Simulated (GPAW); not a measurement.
The system is Nb.

```xyz
1
Lattice="-1.6640 1.6640 1.6640 1.6640 -1.6640 1.6640 1.6640 1.6640 -1.6640" Properties=species:S:1:pos:R:3 pbc="T T T"
Nb    0.0000    0.0000    0.0000
```

Base run:

* Program: GPAW 26.7.0
* Functional: r2SCAN
* Potentials or basis: GPAW PAW data sets (gpaw-data 1.2.1)
* Cutoff: 450 eV
* Basis: pw
* k mesh: 9 × 9 × 9
* Occupations: fermi-dirac, width 0.05 eV
* Spin: no spin polarisation

Its results: band gap on the k mesh none (metal or under the smearing width); pressure -4.3 GPa.

The run is repeated on the same cell with these changes: functional from r2SCAN to PBE; cutoff from 450 eV to 500 eV. What comes out?

Band gap on the k mesh none (metal or under the smearing width); pressure -3.7 GPa.

Caveats: the cutoff is short for stress and forces, so pressures can be off by a GPa or more; the PAW data sets were made with another functional, which shifts forces and pressure a little (some runs).
